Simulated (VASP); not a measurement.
Crystal: GaP.

```
Ga P
1.0
     0.00000    2.72525    2.72525
     2.72525    0.00000    2.72525
     2.72525    2.72525    0.00000
Ga P
1 1
Direct
  0.00000 0.00000 0.00000
  0.25000 0.25000 0.25000
```

- Program: VASP 6.6.1
- Task: relaxation of cell and atoms
- Functional: PBE
- Potentials or basis: VASP PAW PBE potentials, release 64 (Ga_d, P)
- Cutoff: 600 eV
- k mesh: 8 × 8 × 8
- Occupations: gaussian, width 0.03 eV
- Spin: no spin polarisation

At the start: pressure 2.4 GPa; volume 20.24 Å³/atom.

Question: How do energy, volume and symmetry change on relaxing?

Answer: Over 3 steps the energy falls by 4.6 meV/atom and the volume is 20.86 Å³/atom (+3.1 %); space group F-43m (No. 216, to 0.05 Å).

Step by step:
```tsv
step	energy change (eV)	largest force (eV/Å)	pressure (GPa)	volume (Å³)
1	0.0000	0.0000	2.42	40.48
2	-0.0073	0.0000	-1.04	42.30
3	-0.0092	0.0000	0.05	41.72
```

Final structure:
```cif
data_structure
_symmetry_space_group_name_H-M 'P 1'
_symmetry_Int_Tables_number 1
_cell_length_a 3.8931
_cell_length_b 3.8931
_cell_length_c 3.8931
_cell_angle_alpha 60.000
_cell_angle_beta 60.000
_cell_angle_gamma 60.000
_cell_volume 41.72
loop_
_atom_site_label
_atom_site_type_symbol
_atom_site_fract_x
_atom_site_fract_y
_atom_site_fract_z
_atom_site_occupancy
Ga1 Ga 0.00000 0.00000 0.00000 1
P1 P 0.25000 0.25000 0.25000 1
```
